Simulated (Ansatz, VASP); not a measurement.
# ScAl3: VASP beside Ansatz

The input INCAR:

```
SYSTEM = ScAl3
PREC = Accurate
ENCUT = 600
EDIFF = 1E-6
ISMEAR = 0
SIGMA = 0.1
LREAL = .False.
LASPH = .True.
NELM = 100
ALGO = Normal
ISIF = 3
LWAVE = .False.
LCHARG = .False.
GGA = PS
IBRION = 2
NSW = 100
EDIFFG = -0.005
```

The input KPOINTS:

```
Automatic mesh
0
Gamma
  10 10 10
  0 0 0
```

Contents of POSCAR:

```
ScAl3
1.0
    4.0878065700      0.0000000000      0.0000000000
    0.0000000000      4.0878065700      0.0000000000
    0.0000000000      0.0000000000      4.0878065700
Sc Al
1 3
Direct
    0.0000000000      0.0000000000      0.0000000000
    0.5000000000      0.0000000000      0.5000000000
    0.0000000000      0.5000000000      0.5000000000
    0.5000000000      0.5000000000      0.0000000000
```

Input for Ansatz:

```yaml
crystal:
  lattice:
    - [4.08780657, 0.0, 0.0]
    - [0.0, 4.08780657, 0.0]
    - [0.0, 0.0, 4.08780657]
  atoms:
    - { symbol: Sc, position: [0.0, 0.0, 0.0] }
    - { symbol: Al, position: [0.5, 0.0, 0.5] }
    - { symbol: Al, position: [0.0, 0.5, 0.5] }
    - { symbol: Al, position: [0.5, 0.5, 0.0] }
basis:
  ecutwfc: 420
kpoints:
  mp_grid: { grid: [10, 10, 10] }
hamiltonian:
  xc: pbesol
scf:
  occupations: { method: gaussian, width: 0.1 }
output:
  forces: true
  stress: true
  eigenvalues: true
  write_density: true
  write_potential: true
  elf: true
  volumetric_format: npy
relax:
  adjacent_minimum: "off"
  f_tol: 0.005
  max_steps: 80
  cell: { stress_tol: 0.05 }
```

The cell is a database's computed one.

Alike in both runs: task relaxation of cell and atoms; functional PBEsol; k mesh 10 × 10 × 10; occupations gaussian, width 0.1 eV; no spin polarisation.

|  | VASP | Ansatz |
| --- | --- | --- |
| version | VASP 6.6.1 | Ansatz 0.2.0 |
| potentials or method | VASP PAW PBE potentials, release 64 (Sc_sv, Al) | scalar-relativistic, plane waves, PAW |
| plane-wave cutoff (eV) | 600 | 420 |
| valence electrons in the cell | 20 | 20 |

```tsv
	VASP	Ansatz	Ansatz less VASP
gap on the k mesh at the Fermi level, each at its own relaxed structure (eV)	none	none	-
relaxed volume (Å³/atom)	16.89	16.87	-0.022
relaxed cell length with the largest relative difference (Å)	4.073	4.071	-0.0018
```

A gap of «none» marks a metal or a gap that the smearing closes.

Caveats: the PAW data sets were made with another functional, which shifts forces and pressure a little (VASP).
